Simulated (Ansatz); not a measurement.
# ZnS (Wurtzite-4H) (P6_3mc) in Ansatz: notebook

The runs below take ZnS (Wurtzite-4H) through single point, equation of state, with PBE+D3(BJ).

Program: Ansatz 0.2.0. These are calculated values, not measurements. Logs are shortened: lines on timing, memory, paths and dates and some standing lists are left out, and cuts for length are marked.

**1. Starting point**

The structure is hexagonal, space group P6_3mc (No. 186). The conventional cell has a = 3.823 Å, b = 3.823 Å, c = 12.520 Å, α = 90.00°, β = 90.00°, γ = 120.00°. Around Zn (site symmetry 3m) lie 4 S at 2.34 to 2.35 Å. Around Zn (site symmetry 3m) lie 4 S at 2.34 to 2.35 Å. S (site symmetry 3m) is surrounded by 4 Zn at 2.34 to 2.35 Å. Around S (site symmetry 3m) lie 4 Zn at 2.34 to 2.35 Å.

**2. Single point, PBE+D3(BJ), 18.62 Å³/atom (volume scaled by 0.94)**

The input, input.yaml:

```yaml
crystal:
  lattice:
    - [3.7446638178, 0.0, 0.0]
    - [-1.8723319089, 3.2429739948, 0.0]
    - [0.0, 0.0, 12.2644180811]
  atoms:
    - { symbol: Zn, position: [0.6666666667, 0.3333333333, 0.75] }
    - { symbol: Zn, position: [0.3333333333, 0.6666666667, 0.25] }
    - { symbol: Zn, position: [0.0, 0.0, 0.5] }
    - { symbol: Zn, position: [0.0, 0.0, 0.0] }
    - { symbol: S, position: [0.6666666667, 0.3333333333, 0.9375] }
    - { symbol: S, position: [0.3333333333, 0.6666666667, 0.4375] }
    - { symbol: S, position: [0.0, 0.0, 0.6875] }
    - { symbol: S, position: [0.0, 0.0, 0.1875] }
hamiltonian:
  xc: pbe
  pseudopotentials: { kind: paw }
  dispersion: d3bj
kpoints:
  mp_grid: { grid: [8, 8, 3] }
scf:
  occupations: { method: fermi_dirac, width: 0.05 }
output:
  forces: true
  stress: true
  eigenvalues: true
```

Potentials or basis: Ansatz PAW.

Run with:

```sh
$ ansatz run input.yaml --threads 2 --pin off --max-ram 5120MiB --backend cpu --events-out ev --progress --plain --runs-dir out
```

Standard output:

```text
Warning: RAYON_NUM_THREADS=2 ignored (pool sized by the plan → 2); use --threads N
Engine: ansatz 0.2.0, aarch64-unknown-linux-gnu
Pseudopotentials: kind: paw
Pseudopotential: Zn, paw, valence charge 12, recommended cutoff 420 eV (normal), Zn.paw.azcp
Pseudopotential: S, paw, valence charge 6, recommended cutoff 420 eV (normal), S.paw.azcp
Functional definition: PBE
  parameter kappa = 0.804
  parameter beta = 0.06672455060314922
  exchange = pbe_x(kappa = kappa, mu = beta*pi^2/3)
  correlation = pbe_c(beta = beta)
Crystal: 8 atoms, lattice volume = 148.937 Å³
Basis set: ecut = 420 eV, 2921 PW (Γ), exchange–correlation on 54×54×180 points (8 copies of the dense FFT grid, shifted against one another)
Bands: 44, of which v1, the nominal top of the filled ones, is band 36 counted from 1 (35 counted from 0)
Symmetry: 12 space group operations
Space group: P63mc (ITA 186), of the structure as read, at distance tolerance 5.3e-5 Å
k-points: 20 of 192 (time reversal used)
Non-local potential: Zn, projectors of the file, l = 0: 2, l = 1: 2, l = 2: 3, l = 3: 1
Non-local potential: S, projectors of the file, l = 0: 2, l = 1: 2, l = 2: 2
PAW form: soft (Blöchl's): semilocal exchange-correlation on the pseudo side does not see the compensation charge
PAW one-centre angular grid: Zn, 590 points (default); XC on 64 Gauss nodes
PAW one-centre angular grid: S, 110 points (default); XC on 64 Gauss nodes
Initial density: superposition of atomic densities (neutral atoms: chi_scale 0, normalization atom), corrected by the library's trained network
Initial wavefunctions: pseudopotential atomic-orbital guess
Functional: x = pbe(κ = 0.804, μ = 0.2195149727645171), c = pbe(β = 0.06672455060314922)
SCF iter   1: F=—  HF=-16893.312040 eV  |F-HF|=—  |Δ(HF+E_count)|=         —  Δρ=5.73e-4  dr2=5.91e-4  ethr=1.77e-3  ⟨swp⟩=9.9  Hψ=4319  notcnv=0
preconditioner: auto → Resta (q_TF=auto, 2.417 Å⁻¹)  ε∞=6.6  [insulator: Δε(μ)=2.398 eV  Ē_g=10.903 eV  σ=0.050 eV  W_gap=1.00  n_scr=38 (ndim 8)  ℏωp=25.8 eV  f_vac=0.024  D(μ)=0.00/eV (n_scr^D=0)  ε∞_Penn≈6.6]
SCF iter   2: F=—  HF=-16893.311316 eV  |F-HF|=—  |Δ(HF+E_count)|=   7.24e-4  Δρ=4.89e-4  dr2=3.31e-4  ethr=8.21e-7  ⟨swp⟩=2.6  Hψ=1829  notcnv=0  defer=1
SCF iter   3: F=—  HF=-16893.311495 eV  |F-HF|=—  |Δ(HF+E_count)|=   1.79e-4  Δρ=3.02e-4  dr2=7.76e-5  ethr=4.59e-7  ⟨swp⟩=2.0  Hψ=1522  notcnv=0
automatic band count: iteration 3 solves 43 bands in place of 44: the levels show a gap, and the empty bands left out lie too high to hold charge; the band table lists the bands solved (type scf.n_extra_bands for more)
SCF iter   4: F=—  HF=-16893.311445 eV  |F-HF|=—  |Δ(HF+E_count)|=   5.00e-5  Δρ=9.80e-5  dr2=1.65e-5  ethr=1.08e-7  ⟨swp⟩=2.0  Hψ=1471  notcnv=0
SCF iter   5: F=—  HF=-16893.311356 eV  |F-HF|=—  |Δ(HF+E_count)|=   8.98e-5  Δρ=3.46e-5  dr2=3.37e-6  ethr=2.29e-8  ⟨swp⟩=2.2  Hψ=1171  notcnv=0
SCF iter   6: F=—  HF=-16893.311355 eV  |F-HF|=—  |Δ(HF+E_count)|=   1.24e-7  Δρ=8.56e-6  dr2=2.21e-7  ethr=4.68e-9  ⟨swp⟩=2.9  Hψ=1544  notcnv=0
SCF iter   7: F=-16893.311356 eV  HF=-16893.311356 eV  |F-HF|=7.13e-9  |Δ(HF+E_count)|=   5.41e-8  Δρ=2.22e-6  dr2=8.77e-9  ethr=1.39e-10  ⟨swp⟩=7.5  Hψ=3427  notcnv=0
SCF 1 converged in 7 iterations: F = -16893.311356 eV  dr2 = 8.77e-9
SCF converged after 7 iterations
Free energy (F): -16893.311356 eV
Harris-Foulkes:  -16893.311356 eV  (|F-HF|=7.13e-9)
Internal energy: -16893.311356 eV  (E = F + TS)
E sigma→0 (E₀):  -16893.311356 eV
Fermi energy:    7.811281 eV
--- Per-component energies (eV) ---
  E_band       = 61.369482
  E_kinetic    = 959.935774
  E_local      = -8017.418553  (includes V_loc(G=0)·N_el)
  E_nonlocal   = 2568.963851
  E_hartree    = 3358.516474
  E_xc         = -941.270502
  E_vxc        = -563.118249  (∫ρ·V_xc dr)
  E_paw        = -9711.255163  (= ΣΔE_a)
  E_vpaw       = -1604.028276  (= ΣTr[D̂ρ^β])
  E_aug_tail   = -0.001462  (compensation charges beyond the density's cutoff)
  E_ewald      = -5108.156611
  E_disp       = -2.625164  (pairwise vdW)
  E_smearing   = -0.000000  (= −TS)
  E_closure    = 0.000000  (closes the sum)
  Σ components = -16893.311356   (vs F -16893.311356, Δ=0.00e0)
--- Forces (eV/Å), atoms counted from 1 ---
  atom   1  Zn     0.00000000     0.00000000     0.01369187
  atom   2  Zn     0.00000000    -0.00000000     0.01369187
  atom   3  Zn     0.00000000     0.00000000     0.04309849
  atom   4  Zn    -0.00000000    -0.00000000     0.04309849
  atom   5  S      0.00000000     0.00000000     0.00643574
  atom   6  S      0.00000000    -0.00000000     0.00643574
  atom   7  S      0.00000000    -0.00000000    -0.06322141
  atom   8  S      0.00000000     0.00000000    -0.06322141
  max |Σ_I F_I| component: 9.37e-6 eV/Å
--- Stress (GPa, compression-positive) ---
        3.619207       0.000000      -0.000000
        0.000000       3.619207      -0.000000
       -0.000000      -0.000000       3.501362
  P = ⅓ Tr σ = 3.5799 GPa (35.799 kbar)
--- Band table (eV; the first three rows and the last of 20) ---
  k-point 0: bands = ["-7.0048", "-6.5418", "-6.5294", "-5.9660", "-0.0084", "-0.0041", "-0.0041", "0.0013", "0.0172", "0.0387", "0.0387", "0.0658", "0.0658", "0.1055", "0.1055", "0.5372", "0.5372", "0.5456", "0.5456", "0.5805", "0.5805", "0.5992", "0.5992", "0.7432", "0.9103", "3.5841", "3.6038", "5.6132", "5.6132", "6.0527", "6.0527", "6.0715", "6.0715", "6.5302", "6.5749", "6.5749", "8.9789", "9.8710", "10.1199", "10.3827", "12.8445", "12.8445", "12.9634"]
  k-point 1: bands = ["-6.9464", "-6.7802", "-6.2665", "-6.0501", "-0.0175", "-0.0131", "0.0032", "0.0032", "0.0222", "0.0222", "0.0814", "0.0814", "0.0988", "0.0988", "0.1152", "0.3620", "0.5394", "0.5394", "0.5436", "0.5436", "0.5852", "0.5852", "0.5945", "0.5945", "1.5386", "2.4766", "4.7982", "5.6706", "5.6706", "5.8314", "5.8314", "5.9344", "6.3083", "6.3083", "6.5011", "6.5011", "9.4622", "9.9289", "10.0106", "10.1882", "12.8600", "12.8954", "12.9313"]
  k-point 2: bands = ["-6.8894", "-6.4456", "-6.4332", "-5.9012", "-0.0254", "-0.0165", "0.0040", "0.0158", "0.0193", "0.0676", "0.0776", "0.0928", "0.0948", "0.1166", "0.1404", "0.5104", "0.5189", "0.5270", "0.5528", "0.5556", "0.5788", "0.5820", "0.6062", "0.8242", "1.0636", "3.5496", "3.5688", "4.8124", "5.3462", "5.3595", "5.4055", "5.7168", "5.8447", "5.8568", "6.3833", "6.4323", "9.7569", "10.5777", "10.7816", "11.0813", "12.3725", "12.4914", "12.7159"]
  k-point 19: bands = ["-5.7847", "-5.7525", "-5.6741", "-5.6486", "0.0500", "0.0618", "0.1482", "0.1762", "0.1952", "0.2129", "0.2684", "0.3013", "0.3983", "0.4116", "0.4526", "0.4799", "0.5331", "0.5406", "0.5663", "0.5863", "0.7832", "0.8147", "0.8802", "0.9076", "1.5358", "1.5865", "1.8234", "1.8947", "3.0348", "3.1572", "3.7238", "3.9165", "4.2143", "4.6101", "4.9577", "4.9652", "10.9454", "10.9958", "11.5268", "12.0334", "12.5663", "12.6698", "12.9233"]
```

Wall time 5.6 s (2 threads of Arm Neoverse V2, shared host); peak memory 0.41 GiB.

What came out:

```yaml
Free_energy: -16893.3114 eV
Pressure: 3.6 GPa
Largest_force: 0.063 eV/Å
Band_gap_on_the_k_mesh: 2.40 eV, direct
```

Caveat: odd divisions of the mesh miss points on the zone boundary, where band edges often lie, so the gap on the mesh can be too wide.

**3. Single point, PBE+D3(BJ), 19.01 Å³/atom (volume scaled by 0.96)**

input.yaml: that of step 2 with these lines changed.

```diff
@@ -2,5 +2,5 @@
   lattice:
-    - [3.7446638178, 0.0, 0.0]
-    - [-1.8723319089, 3.2429739948, 0.0]
-    - [0.0, 0.0, 12.2644180811]
+    - [3.7710355586, 0.0, 0.0]
+    - [-1.8855177793, 3.2658125923, 0.0]
+    - [0.0, 0.0, 12.3507900682]
   atoms:
```

Potentials or basis: Ansatz PAW.

Run with:

```sh
$ ansatz run input.yaml --threads 2 --pin off --max-ram 5120MiB --backend cpu --events-out ev --progress --plain --runs-dir out
```

It took 5.7 s on 2 threads of Arm Neoverse V2, shared host; peak memory 0.41 GiB.

It converged, with:

- Free energy: -16893.3635 eV
- Pressure: 1.7 GPa
- Largest force: 0.057 eV/Å
- Band gap on the k mesh: 2.31 eV, direct

Caveat: odd divisions of the mesh miss points on the zone boundary, where band edges often lie, so the gap on the mesh can be too wide.

**4. Single point, PBE+D3(BJ), 19.41 Å³/atom (volume scaled by 0.98)**

input.yaml: that of step 3 with these lines changed.

```diff
@@ -2,5 +2,5 @@
   lattice:
-    - [3.7710355586, 0.0, 0.0]
-    - [-1.8855177793, 3.2658125923, 0.0]
-    - [0.0, 0.0, 12.3507900682]
+    - [3.7970435223, 0.0, 0.0]
+    - [-1.8985217611, 3.2883361495, 0.0]
+    - [0.0, 0.0, 12.4359706225]
   atoms:
```

Run with:

```sh
$ ansatz run input.yaml --threads 2 --pin off --max-ram 5120MiB --backend cpu --events-out ev --progress --plain --runs-dir out
```

Run time: 5.3 s. Hardware: 2 threads of Arm Neoverse V2, shared host; peak memory 0.41 GiB.

The run converged. Its results:

| Property | Result |
| --- | --- |
| Free energy | -16893.3811 eV |
| Pressure | 0.1 GPa |
| Largest force | 0.052 eV/Å |
| Band gap on the k mesh | 2.22 eV, direct |

Caveat: odd divisions of the mesh miss points on the zone boundary, where band edges often lie, so the gap on the mesh can be too wide.

**5. Single point, PBE+D3(BJ), 19.81 Å³/atom**

input.yaml: that of step 4 with these lines changed.

```diff
@@ -2,5 +2,5 @@
   lattice:
-    - [3.7970435223, 0.0, 0.0]
-    - [-1.8985217611, 3.2883361495, 0.0]
-    - [0.0, 0.0, 12.4359706225]
+    - [3.8227, 0.0, 0.0]
+    - [-1.91135, 3.310555311, 0.0]
+    - [0.0, 0.0, 12.52]
   atoms:
@@ -26 +26,5 @@
   eigenvalues: true
+  write_density: true
+  write_potential: true
+  elf: true
+  volumetric_format: npy
```

Run with:

```sh
$ ansatz run input.yaml --threads 2 --pin off --max-ram 5120MiB --backend cpu --events-out ev --progress --plain --runs-dir out
```

It took 9.2 s on 2 threads of Arm Neoverse V2, shared host; peak memory 0.43 GiB.

The run converged. Its results:

```
Free energy            : -16893.3676 eV
Pressure               : -1.4 GPa
Largest force          : 0.047 eV/Å
Band gap on the k mesh : 2.13 eV, direct
```

Caveat: odd divisions of the mesh miss points on the zone boundary, where band edges often lie, so the gap on the mesh can be too wide.

**6. Single point, PBE+D3(BJ), 20.20 Å³/atom (volume scaled by 1.02)**

input.yaml: that of step 5 with these lines changed.

```diff
@@ -2,5 +2,5 @@
   lattice:
-    - [3.8227, 0.0, 0.0]
-    - [-1.91135, 3.310555311, 0.0]
-    - [0.0, 0.0, 12.52]
+    - [3.8480166318, 0.0, 0.0]
+    - [-1.9240083159, 3.3324801573, 0.0]
+    - [0.0, 0.0, 12.6029163237]
   atoms:
@@ -26,5 +26 @@
   eigenvalues: true
-  write_density: true
-  write_potential: true
-  elf: true
-  volumetric_format: npy
```

Potentials or basis: Ansatz PAW.

Run with:

```sh
$ ansatz run input.yaml --threads 2 --pin off --max-ram 5120MiB --backend cpu --events-out ev --progress --plain --runs-dir out
```

It took 5.5 s on 2 threads of Arm Neoverse V2, shared host; peak memory 0.42 GiB.

The run converged. Its results:

| Quantity | Value |
| --- | --- |
| Free energy | -16893.3265 eV |
| Pressure | -2.7 GPa |
| Largest force | 0.042 eV/Å |
| Band gap on the k mesh | 2.04 eV, direct |

Caveat: odd divisions of the mesh miss points on the zone boundary, where band edges often lie, so the gap on the mesh can be too wide.

**7. Single point, PBE+D3(BJ), 20.60 Å³/atom (volume scaled by 1.04)**

input.yaml: that of step 6 with these lines changed.

```diff
@@ -2,5 +2,5 @@
   lattice:
-    - [3.8480166318, 0.0, 0.0]
-    - [-1.9240083159, 3.3324801573, 0.0]
-    - [0.0, 0.0, 12.6029163237]
+    - [3.873004453, 0.0, 0.0]
+    - [-1.9365022265, 3.3541202452, 0.0]
+    - [0.0, 0.0, 12.6847557358]
   atoms:
@@ -26 +26,5 @@
   eigenvalues: true
+  write_density: true
+  write_potential: true
+  elf: true
+  volumetric_format: npy
```

Run with:

```sh
$ ansatz run input.yaml --threads 2 --pin off --max-ram 5120MiB --backend cpu --events-out ev --progress --plain --runs-dir out
```

Wall time 7.9 s (2 threads of Arm Neoverse V2, shared host); peak memory 0.43 GiB.

Results (log left out):

| Item | Value |
| --- | --- |
| Free energy | -16893.2605 eV |
| Pressure | -3.9 GPa |
| Largest force | 0.037 eV/Å |
| Band gap on the k mesh | 1.96 eV, direct |

Caveat: odd divisions of the mesh miss points on the zone boundary, where band edges often lie, so the gap on the mesh can be too wide.

**8. Single point, PBE+D3(BJ), 20.99 Å³/atom (volume scaled by 1.06)**

input.yaml: that of step 7 with these lines changed.

```diff
@@ -2,5 +2,5 @@
   lattice:
-    - [3.873004453, 0.0, 0.0]
-    - [-1.9365022265, 3.3541202452, 0.0]
-    - [0.0, 0.0, 12.6847557358]
+    - [3.8976739363, 0.0, 0.0]
+    - [-1.9488369681, 3.3754846444, 0.0]
+    - [0.0, 0.0, 12.7655525367]
   atoms:
```

Run with:

```sh
$ ansatz run input.yaml --threads 2 --pin off --max-ram 5120MiB --backend cpu --events-out ev --progress --plain --runs-dir out
```

It took 8 s on 2 threads of Arm Neoverse V2, shared host; peak memory 0.43 GiB.

Results (log left out):

- Free energy: -16893.1723 eV
- Pressure: -5.0 GPa
- Largest force: 0.033 eV/Å
- Band gap on the k mesh: 1.87 eV, direct

Caveat: odd divisions of the mesh miss points on the zone boundary, where band edges often lie, so the gap on the mesh can be too wide.

**9. Equation of state, PBE+D3(BJ)**

Potentials or basis: Ansatz PAW.

This step only gathers the single runs of the series.

What came out:

```
Equilibrium volume                        : 19.43 Å³/atom
Bulk modulus at fixed shape and positions : 76 GPa
Pressure derivative of the bulk modulus   : 4.4
```

Energy against volume, from the lowest point:
```csv
volume (Å³/atom),energy (meV/atom)
18.617,8.72
19.013,2.20
19.409,0.00
19.805,1.68
20.202,6.83
20.598,15.08
20.994,26.10
```

Caveat: the cell was scaled at fixed shape and fractional positions, which overstates the stiffness of a crystal with free parameters, most of all of layers and chains.
